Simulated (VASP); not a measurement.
# LuH2 (series) (Fm-3m) in VASP: a series of runs

One crystal, LuH2 (series), is run at these levels: PBEsol; tasks: single point.

All numbers are computed with VASP 6.6.1; they aren't measurements. Logs are shortened: lines on timing, memory, paths and dates and some standing lists are left out, and cuts for length are marked.

## Step 1: The crystal as given

The structure is cubic, space group Fm-3m (No. 225). Conventional cell: a = 5.033 Å, b = 5.033 Å, c = 5.033 Å, α = 90.00°, β = 90.00°, γ = 90.00°. Lu (site symmetry m-3m) has 8 H at 2.18 Å as nearest neighbours. Around H (site symmetry -43m) lie 4 Lu at 2.18 Å.

## Step 2: Single point, PBEsol

INCAR

```
ALGO = Normal
EDIFF = 1E-6
ENCUT = 520
GGA = PS
ISIF = 2
ISMEAR = 0
LASPH = T
LCHARG = F
LREAL = F
LWAVE = F
NBANDS = 20
NELM = 100
PREC = Accurate
SIGMA = 0.1
```

KPOINTS

```
k-points
0
Gamma
  14 14 14
```

POSCAR

```
LuH2
1.0
    0.0000000000      2.5165000000      2.5165000000
    2.5165000000      0.0000000000      2.5165000000
    2.5165000000      2.5165000000      0.0000000000
Lu H
1 2
Direct
    0.0000000000      0.0000000000      0.0000000000
    0.2500000000      0.2500000000      0.2500000000
    0.7500000000      0.7500000000      0.7500000000
```

Potentials or basis: VASP PAW PBE potentials, release 64 (Lu, H).

On the command line:

```bash
$ cat potpaw_PBE.64/Lu/POTCAR potpaw_PBE.64/H/POTCAR > POTCAR
$ mpirun -np 1 vasp_std > vasp.out
```

OUTCAR:

```text
EDIFF = 1E-6
   ENCUT = 520
   GGA = PS
   ISIF = 2
   ISMEAR = 0
   LASPH = T
   LREAL = F
   NELM = 100
   PREC = Accurate

 ion  position               nearest neighbor table
   1  0.000  0.000  0.000-   3 2.18   3 2.18   3 2.18   2 2.18   2 2.18   2 2.18   3 2.18   2 2.18

   2  0.250  0.250  0.250-   1 2.18   1 2.18   1 2.18   1 2.18
   3  0.750  0.750  0.750-   1 2.18   1 2.18   1 2.18   1 2.18

  LATTYP: Found a face centered cubic cell.
 ALAT       =     5.0330000000

  Lattice vectors:

 A1 = (   0.0000000000,   2.5165000000,   2.5165000000)
 A2 = (   2.5165000000,   0.0000000000,   2.5165000000)
 A3 = (   2.5165000000,   2.5165000000,   0.0000000000)

Analysis of symmetry for initial positions (statically):
=====================================================================
 Subroutine PRICEL returns:
 Original cell was already a primitive cell.

 Routine SETGRP: Setting up the symmetry group for a
 face centered cubic supercell.

 Subroutine GETGRP returns: Found 48 space group operations
 (whereof 48 operations were pure point group operations)
 out of a pool of 48 trial point group operations.

The static configuration has the point symmetry O_h .

Analysis of symmetry for dynamics (positions and initial velocities):
=====================================================================
 Subroutine PRICEL returns:
 Original cell was already a primitive cell.

 Routine SETGRP: Setting up the symmetry group for a
 face centered cubic supercell.

 Subroutine GETGRP returns: Found 48 space group operations
 (whereof 48 operations were pure point group operations)
 out of a pool of 48 trial point group operations.

The dynamic configuration has the point symmetry O_h .

 Subroutine INISYM returns: Found 48 space group operations
 (whereof 48 operations are pure point group operations),
 and found     1 'primitive' translations

----------------------------------------------------------------------------------------

                                     Primitive cell

  volume of cell :      31.8728

  direct lattice vectors                    reciprocal lattice vectors
     0.000000000  2.516500000  2.516500000    -0.198688655  0.198688655  0.198688655
     2.516500000  0.000000000  2.516500000     0.198688655 -0.198688655  0.198688655
[... 85 lines left out ...]
   ENCUT  =  520.0 eV  38.22 Ry    6.18 a.u.   6.62  6.62  6.62*2*pi/ulx,y,z
   NELM   =    100;   NELMIN=  2; NELMDL= -5     # of ELM steps
   EDIFF  = 0.1E-05   stopping-criterion for ELM
   LREAL  =      F    real-space projection
   EDIFFG = 0.1E-04   stopping-criterion for IOM
   NSW    =      0    number of steps for IOM
   IBRION =     -1    ionic relax: 0-MD 1-quasi-New 2-CG
   NFREE  =      0    steps in history (QN), initial steepest desc. (CG)
   ISIF   =      2    stress and relaxation
   ISYM   =      2    0-nonsym 1-usesym 2-fastsym
   POTIM  = 0.5000    time-step for ionic-motion
   TEBEG  =    0.0;   TEEND  =   0.0 temperature during run
   PSTRESS=    0.0 pullay stress
   NELECT =      27.0000    total number of electrons
   NUPDOWN=      -1.0000    fix difference up-down
   EMIN   =  10.00;   EMAX   =-10.00  energy-range for DOS
   EFERMI =   0.00;   METHOD = LEGACY
   ISMEAR =     0;   SIGMA  =   0.10  broadening in eV -4-tet -1-fermi 0-gaus
   EFERMI_NEDOS =   21; number of points for ismear=-14 and -15
   IALGO  =     38    algorithm
   IMIX   =      4    mixing-type and parameters
     AMIX     =   0.40;   BMIX     =  1.00
     AMIX_MAG =   1.60;   BMIX_MAG =  1.00
  volume/ion in A,a.u.               =      10.62        71.70
  Fermi-wavevector in a.u.,A,eV,Ry     =   1.549016  2.927215 32.646494  2.399450
  Thomas-Fermi vector in A             =   2.653883
   LORBIT       =      0    0 simple, 1 ext, 2 COOP (PROOUT), +10 PAW based schemes
   GGA     = PS    functional components
   LHFCALC =     F    Hartree Fock is set to
   AEXX    =    0.0000 exact exchange contribution
   IVDW    =     0    specifies the selected vdW correction
   LEPSILON=     F    determine dielectric tensor
   LRPA    =     F    only Hartree local field effects (RPA)
 non-spin polarized calculation
 Gauss-broadening in eV      SIGMA  =   0.10
  energy-cutoff  :      520.00
  volume of cell :       31.87
 maximum number of plane-waves:       882
   NGX = 13   NGY = 13   NGZ = 13

 number of electron      27.0000002 magnetization

 Free energy of the ion-electron system (eV)
  ---------------------------------------------------
  ext. energy  EPLUGINS =         0.00000000
  ---------------------------------------------------
  free energy    TOTEN  =       -13.68616414 eV

  energy without entropy =      -13.68253829  energy(sigma->0) =      -13.68435122

 E-fermi :   2.5229     XC(G=0): -11.1902

 val. band max:        2.4657281403   @ k =  -0.3571   0.2143   0.0000
 cond. band min:       2.5470210222   @ k =   0.4286   0.2143   0.0000
 fundamental gap:      0.0812928819
 Fermi energy:         2.5228980392

 k-point     1 :       0.0000    0.0000    0.0000
  band No.  band energies     occupation
      1     -53.6165      2.00000
      2     -24.1294      2.00000
      3     -24.1294      2.00000
      4     -24.1294      2.00000
      5      -6.7546      2.00000
      6      -2.6813      2.00000
[... 541 lines left out ...]
     19      11.1932      0.00000
     20      12.8687      0.00000

 [... further k-points ...]

------------------------ aborting loop because EDIFF is reached ----------------------------------------

  FORCE on cell =-STRESS in cart. coord.  units (eV):
  Direction    XX          YY          ZZ          XY          YZ          ZX
  --------------------------------------------------------------------------------------
  -------------------------------------------------------------------------------------
  Total       -0.7687608     -0.7687608     -0.7687608     -0.0000000     -0.0000000     -0.0000000
  in kB      -38.6439063    -38.6439063    -38.6439063     -0.0000000     -0.0000000     -0.0000000
  external PRESSURE =     -38.6439063 kB  Pullay stress =       0.0000000 kB

 VOLUME and BASIS-vectors are now :
 -----------------------------------------------------------------------------
  energy-cutoff  :      520.00
  volume of cell :       31.87
      direct lattice vectors                 reciprocal lattice vectors
     0.000000000  2.516500000  2.516500000    -0.198688655  0.198688655  0.198688655
     2.516500000  0.000000000  2.516500000     0.198688655 -0.198688655  0.198688655
     2.516500000  2.516500000  0.000000000     0.198688655  0.198688655 -0.198688655

 POSITION                                       TOTAL-FORCE (eV/Angst)
 -----------------------------------------------------------------------------------
      0.00000      0.00000      0.00000         0.000000     -0.000000      0.000000
      1.25825      1.25825      1.25825        -0.000000     -0.000000     -0.000000
      3.77475      3.77475      3.77475         0.000000      0.000000      0.000000
 -----------------------------------------------------------------------------------
    total drift:                               -0.000000     -0.000000      0.000000

  FREE ENERGIE OF THE ION-ELECTRON SYSTEM (eV)
  ---------------------------------------------------
  free  energy   TOTEN  =       -13.6861641420 eV

  energy  without entropy=      -13.6825382905  energy(sigma->0) =      -13.68435122
```

stdout:

```text
POSCAR found type information on POSCAR LuH
 POSCAR found :  2 types and       3 ions
 scaLAPACK will be used
 -----------------------------------------------------------------------------
|                                                                             |
|                                                                             |
|     You enforced a specific xc type in the INCAR file but a different       |
|     I HOPE YOU KNOW WHAT YOU ARE DOING!                                     |
|                                                                             |
 -----------------------------------------------------------------------------

 LDA part: xc-table for (Slater+PW92), standard interpolation
 POSCAR, INCAR and KPOINTS ok, starting setup
 FFT: planning ... GRIDC
 FFT: planning ... GRID_SOFT
 FFT: planning ... GRID
 WAVECAR not read
 entering main loop
```

It took 69 s on 1 thread of Intel Xeon Platinum 8259CL at 2.50GHz (Skylake/Cascade Lake), shared host; peak memory 0.22 GiB.

What came out:

```
Free energy            : -13.6862 eV
Pressure               : -3.9 GPa
Band gap on the k mesh : none (metal or under the smearing width)
```

Caveat: the PAW data sets were made with another functional, which shifts forces and pressure a little. Spin-orbit coupling is left out, which matters for the levels of Lu.

## Step 3: Single point, PBEsol

INCAR

```
ALGO = Normal
EDIFF = 1E-6
ENCUT = 520
GGA = PS
ISIF = 2
ISMEAR = 0
LASPH = True
LCHARG = False
LREAL = False
LWAVE = False
NBANDS = 20
NELM = 100
PREC = Accurate
SIGMA = 0.1
```

KPOINTS

```
k-points
0
Gamma
  8 8 8
```

POSCAR is that of step 2.

Potentials or basis: VASP PAW PBE potentials, release 64 (Lu, H).

On the command line:

```bash
$ cat potpaw_PBE.64/Lu/POTCAR potpaw_PBE.64/H/POTCAR > POTCAR
$ mpirun -np 1 vasp_std > vasp.out
```

OUTCAR:

```text
EDIFF = 1E-6
   ENCUT = 520
   GGA = PS
   ISIF = 2
   ISMEAR = 0
   LASPH = True
   LREAL = False
   NELM = 100
   PREC = Accurate

 ion  position               nearest neighbor table
   1  0.000  0.000  0.000-   3 2.18   3 2.18   3 2.18   2 2.18   2 2.18   2 2.18   3 2.18   2 2.18

   2  0.250  0.250  0.250-   1 2.18   1 2.18   1 2.18   1 2.18
   3  0.750  0.750  0.750-   1 2.18   1 2.18   1 2.18   1 2.18

  LATTYP: Found a face centered cubic cell.
 ALAT       =     5.0330000000

  Lattice vectors:

 A1 = (   0.0000000000,   2.5165000000,   2.5165000000)
 A2 = (   2.5165000000,   0.0000000000,   2.5165000000)
 A3 = (   2.5165000000,   2.5165000000,   0.0000000000)

Analysis of symmetry for initial positions (statically):
=====================================================================
 Subroutine PRICEL returns:
 Original cell was already a primitive cell.

 Routine SETGRP: Setting up the symmetry group for a
 face centered cubic supercell.

 Subroutine GETGRP returns: Found 48 space group operations
 (whereof 48 operations were pure point group operations)
 out of a pool of 48 trial point group operations.

The static configuration has the point symmetry O_h .

Analysis of symmetry for dynamics (positions and initial velocities):
=====================================================================
 Subroutine PRICEL returns:
 Original cell was already a primitive cell.

 Routine SETGRP: Setting up the symmetry group for a
 face centered cubic supercell.

 Subroutine GETGRP returns: Found 48 space group operations
 (whereof 48 operations were pure point group operations)
 out of a pool of 48 trial point group operations.

[... 115 lines left out ...]
   EMIN   =  10.00;   EMAX   =-10.00  energy-range for DOS
   EFERMI =   0.00;   METHOD = LEGACY
   ISMEAR =     0;   SIGMA  =   0.10  broadening in eV -4-tet -1-fermi 0-gaus
   EFERMI_NEDOS =   21; number of points for ismear=-14 and -15
   IALGO  =     38    algorithm
   IMIX   =      4    mixing-type and parameters
     AMIX     =   0.40;   BMIX     =  1.00
     AMIX_MAG =   1.60;   BMIX_MAG =  1.00
  volume/ion in A,a.u.               =      10.62        71.70
  Fermi-wavevector in a.u.,A,eV,Ry     =   1.549016  2.927215 32.646494  2.399450
  Thomas-Fermi vector in A             =   2.653883
   LORBIT       =      0    0 simple, 1 ext, 2 COOP (PROOUT), +10 PAW based schemes
   GGA     = PS    functional components
   LHFCALC =     F    Hartree Fock is set to
   AEXX    =    0.0000 exact exchange contribution
   IVDW    =     0    specifies the selected vdW correction
   LEPSILON=     F    determine dielectric tensor
   LRPA    =     F    only Hartree local field effects (RPA)
 non-spin polarized calculation
 Gauss-broadening in eV      SIGMA  =   0.10
  energy-cutoff  :      520.00
  volume of cell :       31.87
 maximum number of plane-waves:       881
 NGX is ok and might be reduce to    28
   NGX = 13   NGY = 13   NGZ = 13

 number of electron      27.0000002 magnetization

 Free energy of the ion-electron system (eV)
  ---------------------------------------------------
  ext. energy  EPLUGINS =         0.00000000
  ---------------------------------------------------
  free energy    TOTEN  =       -13.68004291 eV

  energy without entropy =      -13.67276182  energy(sigma->0) =      -13.67640236

 E-fermi :   2.5621     XC(G=0): -11.1902

 val. band max:        2.3316276097   @ k =  -0.3750   0.2500   0.1250
 cond. band min:       2.5731490479   @ k =   0.3750   0.2500   0.0000
 fundamental gap:      0.2415214382
 Fermi energy:         2.5621316408

 k-point     1 :       0.0000    0.0000    0.0000
  band No.  band energies     occupation
      1     -53.6153      2.00000
      2     -24.1283      2.00000
      3     -24.1283      2.00000
      4     -24.1283      2.00000
      5      -6.7547      2.00000
      6      -2.6804      2.00000
[... 541 lines left out ...]
     19      10.7560      0.00000
     20      11.9493      0.00000

 [... further k-points ...]

------------------------ aborting loop because EDIFF is reached ----------------------------------------

  FORCE on cell =-STRESS in cart. coord.  units (eV):
  Direction    XX          YY          ZZ          XY          YZ          ZX
  --------------------------------------------------------------------------------------
  -------------------------------------------------------------------------------------
  Total       -0.7624545     -0.7624545     -0.7624545      0.0000000      0.0000000      0.0000000
  in kB      -38.3269003    -38.3269003    -38.3269003      0.0000000      0.0000000      0.0000000
  external PRESSURE =     -38.3269003 kB  Pullay stress =       0.0000000 kB

 VOLUME and BASIS-vectors are now :
 -----------------------------------------------------------------------------
  energy-cutoff  :      520.00
  volume of cell :       31.87
      direct lattice vectors                 reciprocal lattice vectors
     0.000000000  2.516500000  2.516500000    -0.198688655  0.198688655  0.198688655
     2.516500000  0.000000000  2.516500000     0.198688655 -0.198688655  0.198688655
     2.516500000  2.516500000  0.000000000     0.198688655  0.198688655 -0.198688655

 POSITION                                       TOTAL-FORCE (eV/Angst)
 -----------------------------------------------------------------------------------
      0.00000      0.00000      0.00000        -0.000000      0.000000      0.000000
      1.25825      1.25825      1.25825         0.000000     -0.000000     -0.000000
      3.77475      3.77475      3.77475        -0.000000      0.000000     -0.000000
 -----------------------------------------------------------------------------------
    total drift:                               -0.000000     -0.000000     -0.000000

  FREE ENERGIE OF THE ION-ELECTRON SYSTEM (eV)
  ---------------------------------------------------
  free  energy   TOTEN  =       -13.6800429052 eV

  energy  without entropy=      -13.6727618208  energy(sigma->0) =      -13.67640236
```

It took 25 s on 1 thread of Intel Xeon Platinum 8259CL at 2.50GHz (Skylake/Cascade Lake), shared host; peak memory 0.18 GiB.

What came out:

- Free energy: -13.6800 eV
- Pressure: -3.8 GPa
- Band gap on the k mesh: none (metal or under the smearing width)

Caveat: the PAW data sets were made with another functional, which shifts forces and pressure a little. The run has no spin-orbit coupling, so splittings on Lu are missing.
